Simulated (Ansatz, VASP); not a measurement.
## Two plane-wave programs on In3Se

Contents of INCAR:

```
ALGO = Normal
EDIFF = 1E-6
ENCUT = 520
GGA = PE
ISIF = 2
ISMEAR = 0
LASPH = T
LCHARG = F
LREAL = F
LWAVE = F
NBANDS = 30
NELM = 60
PREC = Accurate
SIGMA = 0.15
```

File KPOINTS:

```
k-points
0
Gamma
  10 10 10
```

Contents of POSCAR:

```
In3Se
1.0
    4.6467292756      0.0000000000      0.0000000000
    0.0000000000      4.6467292756      0.0000000000
    0.0000000000      0.0000000000      4.6467292756
In Se
3 1
Direct
    0.0000000000      0.5000000000      0.5000000000
    0.5000000000      0.0000000000      0.5000000000
    0.5000000000      0.5000000000      0.0000000000
    0.0000000000      0.0000000000      0.0000000000
```

Input for Ansatz:

```yaml
crystal:
  lattice:
    - [4.6467292756, 0.0, 0.0]
    - [0.0, 4.6467292756, 0.0]
    - [0.0, 0.0, 4.6467292756]
  atoms:
    - { symbol: In, position: [0.0, 0.5, 0.5] }
    - { symbol: In, position: [0.5, 0.0, 0.5] }
    - { symbol: In, position: [0.5, 0.5, 0.0] }
    - { symbol: Se, position: [0.0, 0.0, 0.0] }
basis:
  ecutwfc: 420
kpoints:
  mp_grid: { grid: [10, 10, 10] }
hamiltonian:
  xc: pbe
scf:
  occupations: { method: gaussian, width: 0.15 }
output:
  forces: true
  stress: true
  eigenvalues: true
```

Change from the starting cell: strain -0.030 along x and y, -0.030 along z, atoms carried along.

Alike in both runs: task single point; functional PBE; k mesh 10 × 10 × 10; occupations gaussian, width 0.15 eV; no spin polarisation.

|  | VASP | Ansatz |
| --- | --- | --- |
| version | VASP 6.6.1 | Ansatz 0.2.0 |
| potentials or method | VASP PAW PBE potentials, release 64 (In_d, Se) | scalar-relativistic, plane waves, PAW |
| plane-wave cutoff (eV) | 520 | 420 |
| valence electrons in the cell | 45 | 55 |

```csv
,VASP,Ansatz,Ansatz less VASP
gap on the k mesh at the Fermi level (eV),none,none,-
pressure (GPa),3.8,3.8,+0.02
```

A gap of «none» marks a metal or a gap that the smearing closes. The two sets of potentials don't hold the same shells in valence.
